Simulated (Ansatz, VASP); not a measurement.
**Two plane-wave programs on CdS (Greenockite)**

Contents of INCAR:

```
SYSTEM = CdS
  ALGO = Normal
  EDIFF = 1E-6
  EDIFFG = -0.005
  ENCUT = 600
  GGA = PE
  IBRION = 2
  ISIF = 3
  ISMEAR = -1
  IVDW = 13
  LASPH = .TRUE.
  LCHARG = .FALSE.
  LREAL = .FALSE.
  LWAVE = .FALSE.
  NELM = 60
  NSW = 40
  PREC = Accurate
  SIGMA = 0.05
```

The input KPOINTS:

```
k-points
0
G
  7 7 4
  0 0 0
```

File POSCAR:

```
CdS
1.0
    4.1500000000      0.0000000000      0.0000000000
   -2.0750000000      3.5940054257      0.0000000000
    0.0000000000      0.0000000000      6.7370000000
Cd S
2 2
Direct
    0.6666666667      0.3333333333      0.5000000000
    0.3333333333      0.6666666667      0.0000000000
    0.6666666667      0.3333333333      0.8750000000
    0.3333333333      0.6666666667      0.3750000000
```

File input.yaml:

```yaml
crystal:
  lattice:
    - [4.15, 0.0, 0.0]
    - [-2.075, 3.5940054257, 0.0]
    - [0.0, 0.0, 6.737]
  atoms:
    - { symbol: Cd, position: [0.6666666667, 0.3333333333, 0.5] }
    - { symbol: Cd, position: [0.3333333333, 0.6666666667, 0.0] }
    - { symbol: S, position: [0.6666666667, 0.3333333333, 0.875] }
    - { symbol: S, position: [0.3333333333, 0.6666666667, 0.375] }
hamiltonian:
  xc: pbe
  pseudopotentials: { kind: paw }
  dispersion: d4
kpoints:
  mp_grid: { grid: [7, 7, 4] }
scf:
  occupations: { method: fermi_dirac, width: 0.05 }
output:
  forces: true
  stress: true
relax:
  f_tol: 0.01
  max_steps: 40
  cell: { stress_tol: 0.05 }
```

Alike in both runs: task relaxation of cell and atoms; functional PBE; dispersion D4; k mesh 7 × 7 × 4; occupations fermi-dirac, width 0.05 eV; no spin polarisation.

|  | VASP | Ansatz |
| --- | --- | --- |
| version | VASP 6.6.1 | Ansatz 0.2.0 |
| potentials or method | VASP PAW PBE potentials, release 64 (Cd, S) | Ansatz PAW |
| plane-wave cutoff (eV) | 600 | 420 |
| valence electrons in the cell | 36 | 52 |

|  | VASP | Ansatz | Ansatz less VASP |
| --- | --- | --- | --- |
| relaxed volume (Å³/atom) | 25.22 | 25.08 | -0.143 |
| relaxed cell length with the largest relative difference (Å) | 6.766 | 6.752 | -0.0134 |

The two sets of potentials don't hold the same shells in valence.

Caveats: the plane-wave basis is chosen anew once the cell has moved, so the energies of steps on either side of that aren't comparable (Ansatz). Zero-point motion and thermal expansion aren't in these numbers.
